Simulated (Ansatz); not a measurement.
# How the vibrations of Ti change with volume

Level of theory: DFT PBE, scalar-relativistic, plane waves, PAW (Ansatz). Cutoff 420 eV, 18×18×10 k-points (Γ-centred), Fermi-Dirac smearing of 0.15 eV. No spin polarisation. Phonons by linear response, acoustic sum rule imposed.

The cell, relaxed at this level:
```yaml
crystal:
  lattice:
    - [2.94052, 0.00000, 0.00000]
    - [-1.47026, 2.54657, 0.00000]
    - [0.00000, 0.00000, 4.66401]
  atoms:
    - { symbol: Ti, position: [0.33333, 0.66667, 0.25000] }
    - { symbol: Ti, position: [0.66667, 0.33333, 0.75000] }
```

In a metal, frequencies depend on the k mesh and the smearing, soft modes most.

Cells at 0.98 and 1.02 times the equilibrium volume were relaxed in shape and atoms; γ = −d ln ν / d ln V, modes matched by rank.

Q: Give the optical frequencies at Γ (cm⁻¹) at the three volumes and the mode Grüneisen parameters.

A:
```json
{"0.98 V": "114", "V": "114", "1.02 V": "115", "γ": "-0.18", "degeneracy": "2"}
{"0.98 V": "208", "V": "196", "1.02 V": "185", "γ": "2.94", "degeneracy": "1"}
```

Q: What pressures hold the two strained cells, and what bulk modulus follows?

A: 2.29 GPa at 0.98 V and -2.09 GPa at 1.02 V, so B = −dP/d ln V ≈ 110 GPa.

Cost: 6 runs of about 4.3 core-minutes in all, on Intel Xeon Platinum 8375C (Ice Lake) (shared hosts).